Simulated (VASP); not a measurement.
# MgO: relaxed cell and band gap, by functional

MgO, Fm-3m (no. 225), 2 atoms in the cell.

| Functional | Volume (Å³/atom) | Change from the starting volume (fraction) | Gap, path and mesh (eV) | Time (s) |
|---|---|---|---|---|
| XC = PE PS, XC_C = 1 0 | 9.56 | 0.037 | 4.50 | 28 |
| XC = PE PS, XC_C = 0.75 0.25 | 9.50 | 0.030 | 4.54 | 28 |
| XC = PE PS, XC_C = 0.5 0.5 | 9.44 | 0.023 | 4.58 | 28 |
| XC = PE PS, XC_C = 0.25 0.75 | 9.38 | 0.017 | 4.62 | 29 |
| XC = PE PS, XC_C = 0 1 | 9.31 | 0.010 | 4.66 | 29 |

## Input of the first row

INCAR.step1:
```
SYSTEM = MgO
PREC     = Accurate       ! precision mode
ENCUT    = 600            ! plane-wave cutoff, eV
EDIFF    = 1E-7           ! SCF threshold, eV
ISMEAR   = 0              ! smearing method
SIGMA    = 0.02           ! smearing width, eV
LREAL    = .False.        ! projectors in reciprocal space
LASPH    = .True.         ! aspherical terms in the spheres
GGA_COMPAT= .False.      
ALGO     = Normal         ! electronic algorithm
NELM     = 150            ! most SCF steps
ISIF     = 3              ! what is computed and relaxed
LWAVE    = .False.        ! write WAVECAR
LCHARG   = .False.        ! write CHGCAR
XC       = PE PS        
XC_C     = 1 0          
IBRION   = 2              ! ionic algorithm
EDIFFG   = -0.005         ! ionic threshold
NSW      = 60             ! ionic steps
```

INCAR.step2, as INCAR.step1 but for:
```
- NSW = 60
+ NSW = 40
```

INCAR.step3, as INCAR.step2 but for:
```
- ISIF = 3
- IBRION = 2
- EDIFFG = -0.005
- NSW = 40
+ ISIF = 2
+ NBANDS = 11
```

KPOINTS:
```
k-points
0
Gamma
  8 8 8
```

KPOINTS_OPT:
```
path GXWKGLUWLK,UX
8
line-mode
reciprocal
 0.0000000000  0.0000000000  0.0000000000  G
 0.5000000000  0.0000000000  0.5000000000  X

 0.5000000000  0.0000000000  0.5000000000  X
 0.5000000000  0.2500000000  0.7500000000  W

 0.5000000000  0.2500000000  0.7500000000  W
 0.3750000000  0.3750000000  0.7500000000  K

 0.3750000000  0.3750000000  0.7500000000  K
 0.0000000000  0.0000000000  0.0000000000  G

 0.0000000000  0.0000000000  0.0000000000  G
 0.5000000000  0.5000000000  0.5000000000  L

 0.5000000000  0.5000000000  0.5000000000  L
 0.6250000000  0.2500000000  0.6250000000  U

 0.6250000000  0.2500000000  0.6250000000  U
 0.5000000000  0.2500000000  0.7500000000  W

 0.5000000000  0.2500000000  0.7500000000  W
 0.5000000000  0.5000000000  0.5000000000  L

 0.5000000000  0.5000000000  0.5000000000  L
 0.3750000000  0.3750000000  0.7500000000  K

 0.6250000000  0.2500000000  0.6250000000  U
 0.5000000000  0.0000000000  0.5000000000  X
```

POSCAR.step1:
```
MgO
1.0
    0.0000000000      2.0970013927      2.0970013927
    2.0970013927      0.0000000000      2.0970013927
    2.0970013927      2.0970013927      0.0000000000
Mg O
1 1
Direct
    0.0000000000      0.0000000000      0.0000000000
    0.5000000000      0.5000000000      0.5000000000
```

Commands (each step's output is kept before the next begins):
```
cat potpaw_PBE.64/Mg/POTCAR potpaw_PBE.64/O/POTCAR > POTCAR
cp INCAR.step1 INCAR
cp POSCAR.step1 POSCAR
mpirun -np 1 vasp_std > vasp.out
cp CONTCAR POSCAR
rm WAVECAR CHG
cp INCAR.step2 INCAR
mpirun -np 1 vasp_std > vasp.out
cp CONTCAR POSCAR
rm WAVECAR CHG
cp INCAR.step3 INCAR
mpirun -np 1 vasp_std > vasp.out
```

Changes of the last row against the first:
```
(all steps)
- XC_C = 1 0
+ XC_C = 0 1
```

VASP 6.6.1 took 28 s on 1 core (Intel Xeon Platinum 8259CL @ 2.50GHz (Skylake/Cascade Lake)), a shared host.
